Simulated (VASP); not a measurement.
# Interstitial N in a supercell of InRh, part 3 of 5

Aim: the formation energy and local structure of interstitial N in InRh. The start is a cell from a database of measured crystal structures.

VASP 6.6.1, plane waves and PAW; the level of theory is named at each step.

So far. Step 2 (Relaxing the host crystal): The run ended after 3 ionic steps, 0.000 eV below its first step, once forces and stress met EDIFFG = -0.02. Step 3 (The supercell without the defect): The host is treated as a metal, as its relaxation found a gap under 0.3 eV or none, and only the neutral defect is run.

## (4) Relaxing the atoms

This step: PBEsol; plane waves and PAW (N) (VASP 6.6.1).

System of this step: N2. The cell holds 2 atoms: 2 N. Its edges and angles: a = 11.000 Å, b = 11.500 Å, c = 14.000 Å, α = 90.0°, β = 90.0°, γ = 90.0°. Vacuum lies along a, b and c.

The reference for N is the N2 molecule, relaxed in a box at the cutoff of the large cell.

INCAR

```
SYSTEM = N
PREC = Normal
ENCUT = 400
EDIFF = 1E-05
NELM = 120
ISMEAR = 0
SIGMA = 0.01
LREAL = Auto
ALGO = Fast
GGA = PS
NBANDS = 11
LORBIT = 11
LWAVE = .FALSE.
LCHARG = .FALSE.
NCORE = 4
IBRION = 2
NSW = 20
ISIF = 2
EDIFFG = -0.03
POTIM = 0.4
MAXMIX = 40
ISYM = 0
```

POSCAR

```
N
1.0
   11.0000000000      0.0000000000      0.0000000000
    0.0000000000     11.5000000000      0.0000000000
    0.0000000000      0.0000000000     14.0000000000
N
2
Direct
    0.5000000000      0.5000000000      0.4607142900
    0.5000000000      0.5000000000      0.5392857100
```

KPOINTS

```
Automatic mesh
0
Gamma
1 1 1
0 0 0
```

PAW data sets: N (PBE family, release 64).

Started as:

```console
$ mpirun -np 4 vasp_gam
```

What it wrote:

```text
[banner, memory and clock lines left out]
running    4 mpi-ranks, on    1 nodes
 distrk:  each k-point on    4 cores,    1 groups
 distr:  one band on    4 cores,    1 groups

 POSCAR found type information on POSCAR N
 POSCAR found :  1 types and       2 ions
|                                                                             |
|               ----> ADVICE to this user running VASP <----                  |
|                                                                             |
|     You have a (more or less) 'small supercell' and for smaller cells       |
|     it is recommended to use the reciprocal-space projection scheme!        |
|     The real-space optimization is not efficient for small cells and it     |
|     is also less accurate ...                                               |
|     Therefore, set LREAL=.FALSE. in the INCAR file.                         |
|                                                                             |

 [... a notice as in an earlier step ...]

 LDA part: xc-table for (Slater+PW92), standard interpolation
 POSCAR, INCAR and KPOINTS ok, starting setup
 FFT: planning ... GRIDC
 FFT: planning ... GRID_SOFT
 FFT: planning ... GRID
 WAVECAR not read
 entering main loop
       N       E                     dE             d eps       ncg     rms          rms(c)
DAV:   1     0.992230085106E+02    0.99223E+02   -0.21254E+03    30   0.391E+02
DAV:   2     0.104364843739E+02   -0.88787E+02   -0.88537E+02    44   0.739E+01
DAV:   3    -0.161948287208E+02   -0.26631E+02   -0.26593E+02    28   0.767E+01
DAV:   4    -0.178571171675E+02   -0.16623E+01   -0.16605E+01    38   0.239E+01
DAV:   5    -0.178582573123E+02   -0.11401E-02   -0.11401E-02    28   0.596E-01    0.803E+00
RMM:   6    -0.171620062769E+02    0.69625E+00   -0.82054E-01    22   0.588E+00    0.458E+00
RMM:   7    -0.170026224849E+02    0.15938E+00   -0.11164E+00    22   0.663E+00    0.112E+00
RMM:   8    -0.169974251832E+02    0.51973E-02   -0.18784E-01    22   0.313E+00    0.433E-01
RMM:   9    -0.169919824406E+02    0.54427E-02   -0.20253E-02    22   0.110E+00    0.624E-02
RMM:  10    -0.169935707258E+02   -0.15883E-02   -0.70229E-03    22   0.516E-01    0.950E-02
RMM:  11    -0.169945378260E+02   -0.96710E-03   -0.10323E-03    22   0.247E-01    0.200E-02
RMM:  12    -0.169948059460E+02   -0.26812E-03   -0.16821E-04    22   0.828E-02    0.145E-02
RMM:  13    -0.169958150812E+02   -0.10091E-02   -0.16161E-04    21   0.636E-02    0.814E-03
RMM:  14    -0.169959985831E+02   -0.18350E-03   -0.88428E-05    21   0.352E-02    0.495E-03
RMM:  15    -0.169963353316E+02   -0.33675E-03   -0.70192E-05    21   0.393E-02    0.103E-02
RMM:  16    -0.169963574687E+02   -0.22137E-04   -0.18339E-05    18   0.243E-02    0.253E-03
RMM:  17    -0.169964089443E+02   -0.51476E-04   -0.90257E-06    17   0.168E-02    0.390E-03
RMM:  18    -0.169964170557E+02   -0.81114E-05   -0.87075E-07    16   0.614E-03
   1 F= -.16996417E+02 E0= -.16996417E+02  d E =-.169964E+02
 curvature:   0.00 expect dE= 0.000E+00 dE for cont linesearch  0.000E+00
 trial: gam= 0.00000 g(F)=  0.512E+00 g(S)=  0.000E+00 ort = 0.000E+00 (trialstep = 0.100E+01)
 search vector abs. value=  0.512E+00
 bond charge predicted
       N       E                     dE             d eps       ncg     rms          rms(c)
DAV:   1    -0.155940265868E+02    0.14024E+01   -0.10142E+02    22   0.807E+01    0.400E+00
RMM:   2    -0.154155351406E+02    0.17849E+00   -0.80878E-01    22   0.733E+00    0.213E+00
RMM:   3    -0.153874587863E+02    0.28076E-01   -0.10306E-01    22   0.291E+00    0.141E+00
RMM:   4    -0.153613511551E+02    0.26108E-01   -0.31397E-01    22   0.341E+00    0.192E-01
RMM:   5    -0.153706528411E+02   -0.93017E-02   -0.21338E-02    22   0.116E+00    0.161E-01
RMM:   6    -0.153752583715E+02   -0.46055E-02   -0.10911E-02    22   0.599E-01    0.139E-01
RMM:   7    -0.153774487019E+02   -0.21903E-02   -0.19850E-03    23   0.254E-01    0.128E-01
RMM:   8    -0.153779270190E+02   -0.47832E-03   -0.71596E-04    22   0.170E-01    0.454E-02
RMM:   9    -0.153782386911E+02   -0.31167E-03   -0.67733E-04    22   0.146E-01    0.204E-02
RMM:  10    -0.153783711516E+02   -0.13246E-03   -0.68748E-05    21   0.525E-02    0.204E-02
RMM:  11    -0.153783813150E+02   -0.10163E-04   -0.10717E-05    18   0.193E-02    0.153E-02
RMM:  12    -0.153784132654E+02   -0.31950E-04   -0.22035E-05    20   0.289E-02    0.452E-03
RMM:  13    -0.153784242604E+02   -0.10995E-04   -0.52945E-06    17   0.146E-02    0.179E-03
RMM:  14    -0.153784391578E+02   -0.14897E-04   -0.10748E-06    17   0.713E-03    0.108E-03
RMM:  15    -0.153784435780E+02   -0.44202E-05    0.00000E+00    12   0.323E-03
   2 F= -.15378444E+02 E0= -.15378444E+02  d E =0.161797E+01
[...]
3 F= -.17016274E+02 E0= -.17016274E+02  d E =-.198568E-01
 curvature:  -0.08 expect dE=-0.350E-03 dE for cont linesearch -0.350E-03
 ZBRENT: interpolating
 opt :   0.0794  next Energy=   -17.016455 (dE=-0.200E-01)
 bond charge predicted
       N       E                     dE             d eps       ncg     rms          rms(c)
DAV:   1    -0.170164566920E+02   -0.17673E-03   -0.56839E-03    30   0.622E-01    0.404E-02
RMM:   2    -0.170164290039E+02    0.27688E-04   -0.88890E-05    22   0.603E-02    0.224E-02
RMM:   3    -0.170164294179E+02   -0.41401E-06   -0.10460E-05    18   0.237E-02
   4 F= -.17016429E+02 E0= -.17016429E+02  d E =-.200124E-01
 curvature:  -0.04 expect dE=-0.644E-07 dE for cont linesearch -0.644E-07
 trial: gam= 0.00000 g(F)=  0.162E-05 g(S)=  0.000E+00 ort =-0.912E-03 (trialstep = 0.816E+00)
 search vector abs. value=  0.162E-05
 reached required accuracy - stopping structural energy minimisation
```

Elapsed: 23 s, on 4 MPI ranks of AMD EPYC 7R43, shared host; peak memory 0.77 GiB.

Parts of OUTCAR (step 4):

```text
 Found      1 irreducible k-points:

   k-points           NKPTS =      1   k-points in BZ     NKDIM =      1   number of bands    NBANDS=     11

   dimension x,y,z NGX =    54 NGY =   56 NGZ =   70
   dimension x,y,z NGXF=   108 NGYF=  112 NGZF=  140

   ENCUT  =  400.0 eV  29.40 Ry    5.42 a.u.  17.94 18.75 22.83*2*pi/ulx,y,z

   NELECT =      10.0000    total number of electrons

 E-fermi :  -9.9509

 k-point     1 :       0.0000    0.0000    0.0000
  band No.  band energies     occupation
      1     -28.0601      2.00000
      2     -13.4115      2.00000
      3     -11.4886      2.00000
      4     -11.4874      2.00000
      5     -10.0468      2.00000
      6      -2.0894      0.00000
      7      -2.0883      0.00000
      8      -0.1589      0.00000
      9       0.5958      0.00000
     10       0.6217      0.00000
    ...

  Total       -1.0145044     -0.9750817     -1.2215785      0.0000016      0.0000039      0.0000090
  in kB       -0.9177955     -0.8821309     -1.1051301      0.0000015      0.0000036      0.0000081
  external PRESSURE =      -0.9683522 kB  Pullay stress =       0.0000000 kB

  energy-cutoff  :      400.00
  volume of cell :     1771.00
      direct lattice vectors                 reciprocal lattice vectors
    11.000000000  0.000000000  0.000000000     0.090909091  0.000000000  0.000000000
     0.000000000 11.500000000  0.000000000     0.000000000  0.086956522  0.000000000
     0.000000000  0.000000000 14.000000000     0.000000000  0.000000000  0.071428571

 POSITION                                       TOTAL-FORCE (eV/Angst)
 -----------------------------------------------------------------------------------
      5.50000      5.75000      6.44211         0.000004      0.000003      0.004585
      5.50000      5.75000      7.55789        -0.000004     -0.000003     -0.004585
 -----------------------------------------------------------------------------------
    total drift:                               -0.000023      0.000011     -0.000038

  FREE ENERGIE OF THE ION-ELECTRON SYSTEM (eV)
  ---------------------------------------------------
  free  energy   TOTEN  =       -17.0164294179 eV

  energy  without entropy=      -17.0164294179  energy(sigma->0) =      -17.01642942

 total charge
# of ion       s       p       d       tot
------------------------------------------
    1        1.381   2.412   0.000   3.793
    2        1.381   2.412   0.000   3.793
--------------------------------------------------
tot          2.763   4.824   0.000   7.587

[... 1 part as in an earlier step ...]

[... 3 further parts left out ...]
```

CONTCAR:

```
N
   1.00000000000000
    11.0000000000000000    0.0000000000000000    0.0000000000000000
     0.0000000000000000   11.5000000000000000    0.0000000000000000
     0.0000000000000000    0.0000000000000000   14.0000000000000000
  N
     2
Direct
     0.4999999975670752    0.4999999994645937    0.4601507618506994
     0.5000000024329249    0.5000000005354064    0.5398492381493006
```

Relaxation path:

| step | energy less that of the first step (eV) | largest force (eV/Å) |
| --- | --- | --- |
| 1 | 0.0000 | 2.5754 |
| 2 | 1.6180 | 14.1302 |
| 3 | -0.0199 | 0.2434 |
| 4 | -0.0200 | 0.0046 |

The relaxed structure:

```xyz
2
Lattice="11.0000 0.0000 0.0000 0.0000 11.5000 0.0000 0.0000 0.0000 14.0000" Properties=species:S:1:pos:R:3
N     5.5000    5.7500    6.4421
N     5.5000    5.7500    7.5579
```

Numbers from this step:

- electronic cycles: 45
- electrons: 10
- free energy (TOTEN): -17.02 eV
- gap between the highest filled and lowest empty level: 7.957 eV

The run ended after 4 ionic steps, 0.020 eV below its first step, once the forces on the free atoms met EDIFFG = -0.03.

Energy at zero smearing: -17.01643 eV.

## (5) Reference In

This step: PBEsol; plane waves and PAW (In) (VASP 6.6.1).

System of this step: In. It takes space group I4/mmm (No. 139, tetragonal). The conventional cell has a = 3.246 Å, b = 3.246 Å, c = 4.939 Å, α = 90.00°, β = 90.00°, γ = 90.00°. In has 12 In at 3.25 to 3.37 Å nearest.

In is not exchanged here; its energy serves the host's formation enthalpy.

INCAR

```
SYSTEM = In
PREC = Normal
ENCUT = 400
EDIFF = 1E-05
NELM = 120
ISMEAR = 1
SIGMA = 0.1
LREAL = Auto
ALGO = Fast
GGA = PS
NBANDS = 7
LORBIT = 11
LWAVE = .FALSE.
LCHARG = .FALSE.
KPAR = 4
IBRION = 2
NSW = 25
ISIF = 3
EDIFFG = -0.02
POTIM = 0.4
```

POSCAR

```
In
1.0
   -1.6228100628      1.6228100628      2.4694200000
    1.6228100628     -1.6228100628      2.4694200000
    1.6228100628      1.6228100628     -2.4694200000
In
1
Direct
    0.0000000000      0.0000000000      0.0000000000
```

KPOINTS

```
Automatic mesh
0
Gamma
11 11 11
0 0 0
```

The projector-augmented-wave data sets are In (PBE family, release 64).

Started as:

```console
$ mpirun -np 4 vasp_std
```

What it wrote:

```text
[banner, memory and clock lines left out]
running    4 mpi-ranks, on    1 nodes
 distrk:  each k-point on    1 cores,    4 groups
 distr:  one band on    1 cores,    1 groups

 POSCAR found type information on POSCAR In
 POSCAR found :  1 types and       1 ions
 [... a notice as in an earlier step ...]

 [... a notice as in an earlier step ...]

 LDA part: xc-table for (Slater+PW92), standard interpolation
 POSCAR, INCAR and KPOINTS ok, starting setup
 FFT: planning ... GRIDC
 FFT: planning ... GRID_SOFT
 FFT: planning ... GRID
 WAVECAR not read
 entering main loop
       N       E                     dE             d eps       ncg     rms          rms(c)
DAV:   1    -0.802890520637E+00   -0.80289E+00   -0.77868E+02  1778   0.207E+02
DAV:   2    -0.298569460703E+01   -0.21828E+01   -0.21273E+01  2359   0.214E+01
DAV:   3    -0.300082353132E+01   -0.15129E-01   -0.15120E-01  2149   0.199E+00
DAV:   4    -0.300083546770E+01   -0.11936E-04   -0.11936E-04  2807   0.645E-02
DAV:   5    -0.300083547343E+01   -0.57357E-08   -0.62880E-08  2275   0.919E-04    0.251E+00
RMM:   6    -0.298234856111E+01    0.18487E-01   -0.16652E-03  1764   0.175E-01    0.144E+00
RMM:   7    -0.296966654513E+01    0.12682E-01   -0.67326E-03  1822   0.346E-01    0.174E-01
RMM:   8    -0.296978022061E+01   -0.11368E-03   -0.42975E-04  1764   0.105E-01    0.483E-02
RMM:   9    -0.296977686675E+01    0.33539E-05   -0.66182E-05  1726   0.393E-02
   1 F= -.29697769E+01 E0= -.29698247E+01  d E =-.296978E+01
 curvature:   0.00 expect dE= 0.000E+00 dE for cont linesearch  0.000E+00
 trial: gam= 0.00000 g(F)=  0.205E-64 g(S)=  0.934E-03 ort = 0.000E+00 (trialstep = 0.100E+01)
 search vector abs. value=  0.934E-03
 bond charge predicted
       N       E                     dE             d eps       ncg     rms          rms(c)
DAV:   1    -0.297048966819E+01   -0.70945E-03   -0.60911E-03  2583   0.254E-01    0.752E-02
RMM:   2    -0.297041714319E+01    0.72525E-04   -0.59323E-05  1722   0.469E-02    0.418E-02
RMM:   3    -0.297037290170E+01    0.44241E-04   -0.43435E-05  1763   0.289E-02    0.112E-02
RMM:   4    -0.297037332178E+01   -0.42009E-06   -0.33965E-06   987   0.105E-02
   2 F= -.29703733E+01 E0= -.29703820E+01  d E =-.596455E-03
[... from here on, the cycles between the ionic steps are left out ...]
   3 F= -.29703764E+01 E0= -.29703607E+01  d E =-.599519E-03
   4 F= -.29703974E+01 E0= -.29703914E+01  d E =-.620521E-03
   5 F= -.29703951E+01 E0= -.29703965E+01  d E =-.618237E-03
   6 F= -.29703986E+01 E0= -.29703973E+01  d E =-.621704E-03
   7 F= -.29703994E+01 E0= -.29703957E+01  d E =-.622514E-03
   8 F= -.29705806E+01 E0= -.29705120E+01  d E =-.181265E-03
   9 F= -.29715014E+01 E0= -.29714682E+01  d E =-.110199E-02
  10 F= -.29716490E+01 E0= -.29714628E+01  d E =-.124961E-02
  11 F= -.29719105E+01 E0= -.29717939E+01  d E =-.151107E-02
 curvature:  -1.69 expect dE=-0.668E-04 dE for cont linesearch -0.109E-04
 ZBRENT: interpolating
 opt :   7.2834  next Energy=    -2.971924 (dE=-0.152E-02)
 bond charge predicted
       N       E                     dE             d eps       ncg     rms          rms(c)
DAV:   1    -0.297192086914E+01   -0.12281E-04   -0.56655E-04  2681   0.818E-02    0.877E-03
RMM:   2    -0.297192077693E+01    0.92203E-07   -0.41323E-06  1131   0.122E-02
  12 F= -.29719208E+01 E0= -.29718155E+01  d E =-.152140E-02
 curvature:  -2.14 expect dE=-0.685E-04 dE for cont linesearch -0.669E-06
 trial: gam=-0.05096 g(F)=  0.623E-65 g(S)=  0.320E-04 ort =-0.867E-05 (trialstep = 0.229E+01)
 search vector abs. value=  0.336E-04
 reached required accuracy - stopping structural energy minimisation
```

The job ended after 22 s (4 MPI ranks; peak memory 0.38 GiB).

From OUTCAR (step 5):

```text
   k-points           NKPTS =    126   k-points in BZ     NKDIM =    126   number of bands    NBANDS=      7

   ENCUT  =  400.0 eV  29.40 Ry    5.42 a.u.   5.50  5.50  5.50*2*pi/ulx,y,z

   NELECT =       3.0000    total number of electrons

 E-fermi :   4.9865

 k-point     1 :       0.0000    0.0000    0.0000
  band No.  band energies     occupation
      1      -4.6967      2.00000
      2      15.6939      0.00000
      3      15.6939      0.00000
      4      15.8036      0.00000
      5      16.5672      0.00000
      6      17.9053      0.00000
    ...

  Total        0.0151873      0.0151873      0.0192096      0.0000000     -0.0000000      0.0000000
  in kB        0.9455243      0.9455243      1.1959434      0.0000000     -0.0000000      0.0000000
  external PRESSURE =       1.0289974 kB  Pullay stress =       0.0000000 kB

 POSITION                                       TOTAL-FORCE (eV/Angst)
 -----------------------------------------------------------------------------------
      0.00000      0.00000      0.00000         0.000000      0.000000     -0.000000
 -----------------------------------------------------------------------------------
    total drift:                               -0.000000     -0.000000     -0.000000

  FREE ENERGIE OF THE ION-ELECTRON SYSTEM (eV)
  ---------------------------------------------------
  free  energy   TOTEN  =        -2.9719207769 eV

  energy  without entropy=       -2.9716048977  energy(sigma->0) =       -2.97181548

[... 1 part as in an earlier step ...]

[... 15 further parts left out ...]
```

CONTCAR:

```
In
   1.00000000000000
    -1.6338921747065904    1.6338921747065904    2.4099652639884912
     1.6338921747065904   -1.6338921747065904    2.4099652639884912
     1.6338921747065904    1.6338921747065904   -2.4099652639884912
  In
     1
Direct
     0.0000000000000000    0.0000000000000000    0.0000000000000000
```

This run has no spin polarisation. Its electron count is odd, so without a moment it is a metal by construction. The run keeps the 16 symmetry operations of its start, so it cannot find a distortion of lower symmetry.

Step by step:

| step | energy less that of the first step (eV) | largest force (eV/Å) | pressure (GPa) | volume (Å³) |
| --- | --- | --- | --- | --- |
| 1 | 0.0000 | 0.0000 | -0.50 | 26.01 |
| 2 | -0.0006 | 0.0000 | -0.07 | 25.77 |
| 3 | -0.0006 | 0.0000 | 0.22 | 25.68 |
| 4 | -0.0006 | 0.0000 | 0.20 | 25.72 |
| 5 | -0.0006 | 0.0000 | 0.08 | 25.74 |
| 6 | -0.0006 | 0.0000 | 0.06 | 25.73 |
| 7 | -0.0006 | 0.0000 | 0.16 | 25.73 |
| 8 | -0.0008 | 0.0000 | 0.06 | 25.73 |
| 9 | -0.0017 | 0.0000 | -0.01 | 25.73 |
| 10 | -0.0019 | 0.0000 | 0.21 | 25.73 |
| 11 | -0.0021 | 0.0000 | 0.10 | 25.73 |
| 12 | -0.0021 | 0.0000 | 0.10 | 25.73 |

| conventional cell, symmetrised | before | after | change |
| --- | --- | --- | --- |
| a (Å) | 3.246 | 3.268 | +0.7 % |
| b (Å) | 3.246 | 3.268 | +0.7 % |
| c (Å) | 4.939 | 4.820 | -2.4 % |
| volume (Å³/atom) | 26.01 | 25.73 | -1.1 % |

Final coordinates:

```xyz
1
Lattice="-1.6339 1.6339 2.4100 1.6339 -1.6339 2.4100 1.6339 1.6339 -2.4100" Properties=species:S:1:pos:R:3 pbc="T T T"
In    0.0000    0.0000    0.0000
```

This step gave:

```
electronic cycles       : 37
electrons               : 3
free energy (TOTEN)     : -2.972 eV
energy at zero smearing : -2.972 eV
Fermi energy            : 4.987 eV
```

The run ended after 12 ionic steps, 0.002 eV below its first step, once forces and stress met EDIFFG = -0.02.

Energy at zero smearing: -2.97182 eV.

(Part 3 of 5 ends here.)

[Lines on the potential files, build, host, timing and source positions are cut from VASP's logs without a mark.]

[Logs are printed without paths, hosts, clocks, repeated set-up lines and the standing remarks that a program may print on its own settings, such as how far it seeks lower states.]

[Hosts, paths, dates, database ids (printed as entryN), source tags and the programs' standing remarks are cut or masked in the printed files.]

[In band tables of VASP the shares of atoms and orbitals are scaled to a sum of 1 inside the atoms' spheres.]

[Runs that stopped without an error message from VASP are left out.]
